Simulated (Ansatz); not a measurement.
A run of Ansatz 0.2.0 is set up as follows.

input.yaml

```yaml
crystal:
  lattice:
    - [2.079952695, -5.991296865, 0.0]
    - [2.079952695, 5.991296865, 0.0]
    - [0.0, 0.0, 4.27932094]
  atoms:
    - { symbol: Pb, position: [0.13056335, 0.86943665, 0.25] }
    - { symbol: Pb, position: [0.86943665, 0.13056335, 0.75] }
    - { symbol: S, position: [0.35479709, 0.64520291, 0.25] }
    - { symbol: S, position: [0.64520291, 0.35479709, 0.75] }
hamiltonian:
  xc: lda
  pseudopotentials: { kind: paw }
kpoints:
  mp_grid: { grid: [5, 5, 5] }
scf:
  occupations: { method: fixed }
output:
  forces: true
  stress: true
elastic:
  mode: relaxed_ion
  stencil: two_point
```

Potentials or basis: Ansatz PAW.

Command:

```sh
$ ansatz run input.yaml --threads 2 --pin off --max-ram 5632MiB --backend cpu --events-out ev --progress --plain --runs-dir out
```

What does it give for the Voigt bulk modulus?

28 GPa.

Estimate the pressure.

-3.2 GPa.

Estimate the band gap on the k mesh.

1.09 eV, indirect (least direct gap 1.15 eV).

Elastic tensor in Voigt notation (GPa, in the Cartesian axes of the cell as first typed):
```
79 -3 37  0  0  0
-2 18  6  0  0  0
37  5 77  0  0  0
 0  0  0  9  0  0
 0  0  0  0 51  0
 0  0  0  0  0 -7
```

Caveat: the cell is more than 3 GPa from zero pressure, which shifts response properties; odd divisions of the mesh miss points on the zone boundary, where band edges often lie, so the gap on the mesh can be too wide; the elastic tensor has a negative eigenvalue, so either the cell is unstable as it stands or the mesh is too thin; spin-orbit coupling is left out, which as a rule narrows the gap of such compounds by several tenths of an eV; the PAW data sets come from PBE, with cores solved anew for the run's functional, which leaves a small shift of forces and pressure. A k mesh can miss the band edges.
